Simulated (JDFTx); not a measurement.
The system is WS2, a slab with vacuum.

```xyz
3
Lattice="3.1835 0.0000 0.0000 -1.5918 2.7570 0.0000 0.0000 0.0000 16.9506" Properties=species:S:1:pos:R:3 pbc="T T T"
W     0.0000    0.0000    0.0000
S     0.0000    1.8380    1.5595
S     0.0000    1.8380   15.3911
```

| Property | Result |
| --- | --- |
| Program | JDFTx 1.7.0 (patched build) |
| Task | single point |
| Functional | PBEsol |
| Potentials or basis | PseudoDojo-SR-PBEsol-0.4.1-standard with smoothed tails |
| Cutoff | 1007 eV |
| Density cutoff | 8055 eV |
| k mesh | 10 × 10 × 2 |
| Occupations | fermi-dirac, width 0.05 eV |
| Spin | no spin polarisation |

On this cell: largest force 0.123 eV/Å; band gap on the k mesh 1.98 eV, indirect (least direct gap 2.15 eV).

The same run follows on a disturbed copy (atoms moved at random, drawn with an rms of 0.05 Å):

```
CELL_PARAMETERS angstrom
3.18352 0.00000 0.00000
-1.59176 2.75701 0.00000
0.00000 0.00000 16.95058
ATOMIC_POSITIONS crystal
W 0.99775 0.00096 0.99765
S 0.33985 0.65947 0.09287
S 0.33153 0.65848 0.90878
```

Task: What changes?

Result: The energy moves by +20.7 meV/atom; largest force 1.878 eV/Å; band gap on the k mesh 1.91 eV, indirect (least direct gap 2.12 eV).

Forces on the atoms (eV/Å):
```
W    0.567 -0.508  1.717
S   -0.368  0.204 -0.929
S   -0.199  0.304 -0.788
```

Stress tensor (GPa, compression positive):
```
-1.47  0.18 -0.32
 0.18 -1.10 -0.14
-0.32 -0.14 -0.35
```

Caveats: the empty levels aren't tightly converged; spin-orbit coupling is left out, which moves the levels of the heavy elements.

A k mesh can miss the band edges.
